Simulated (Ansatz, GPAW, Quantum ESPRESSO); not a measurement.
**One calculation of Rb, 4 ways**

```
CELL_PARAMETERS angstrom
-2.80250 2.80250 2.80250
2.80250 -2.80250 2.80250
2.80250 2.80250 -2.80250
ATOMIC_POSITIONS crystal
Rb 0.00000 0.00000 0.00000
```

Alike in all runs: task band structure; functional PBE; k mesh 7 × 7 × 7; occupations fermi-dirac, width 0.05 eV; no spin polarisation; no spin-orbit coupling. Pressure is positive in compression and, in plane waves, holds the error of the finite cutoff, which Ansatz's Pulay term estimates and takes out.

```csv
program and potentials,plane-wave cutoff (eV),notes,pressure (GPa)
"Ansatz, Ansatz PAW",420,-,0.09
"Ansatz, all-electron LAPW, scalar-relativistic",-,-,0.09
"GPAW, PAW data sets generated for this functional",600,-,?
"Quantum ESPRESSO, PseudoDojo 0.4.1 SR PBE standard",626,-,0.09
```

Estimate from the other rows what the run with GPAW, PAW data sets generated for this functional gave.

Pressure 0.08 GPa. The other rows, which needn't bracket it: pressure 0.09.
